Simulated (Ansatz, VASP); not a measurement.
NaF in VASP and in Ansatz

Contents of INCAR:

```
  PREC = Accurate
  ENCUT = 520
  EDIFF = 1E-7
  ISMEAR = 0
  SIGMA = 0.01
  LREAL = F
  LASPH = T
  NELM = 80
  ALGO = Normal
  ISIF = 2
  LWAVE = F
  LCHARG = F
  GGA = PE
  NBANDS = 14
```

File KPOINTS:

```
regular mesh
0
Gamma
  6 6 6
```

File POSCAR:

```
NaF
1.0
    0.0000000000      2.5312613679      2.5312613679
    2.5312613679      0.0000000000      2.5312613679
    2.5312613679      2.5312613679      0.0000000000
Na F
1 1
Direct
    0.0000000000      0.0000000000      0.0000000000
    0.2500000000      0.2500000000      0.2500000000
```

Input for Ansatz:

```yaml
crystal:
  lattice:
    - [0.0, 2.5312613679, 2.5312613679]
    - [2.5312613679, 0.0, 2.5312613679]
    - [2.5312613679, 2.5312613679, 0.0]
  atoms:
    - { symbol: Na, position: [0.0, 0.0, 0.0] }
    - { symbol: F, position: [0.25, 0.25, 0.25] }
kpoints:
  mp_grid: { grid: [6, 6, 6] }
hamiltonian:
  xc: pbe
scf:
  occupations: { method: fixed }
output:
  optics:
    e_range: [0, 21]
    de: 0.05
    sigma: 0.1
    bands: { spectra_wanted_up_to: 21 }
```

Alike in both runs: task single point; functional PBE; k mesh 6 × 6 × 6; no spin polarisation.

```csv
,VASP,Ansatz
version,VASP 6.6.1,Ansatz 0.2.0
potentials or method,"VASP PAW PBE potentials, release 64 (Na_pv, F)","plane waves, PAW"
plane-wave cutoff (eV),520,420
occupations,"gaussian, width 0.01 eV",fixed
valence electrons in the cell,14,16
```

|  | VASP | Ansatz | Ansatz less VASP |
| --- | --- | --- | --- |
| gap on the k mesh at the Fermi level (eV) | 5.61 | 5.63 | +0.016 |

The two sets of potentials don't hold the same shells in valence.

As with any semilocal functional, this PBE gap is likely too small.
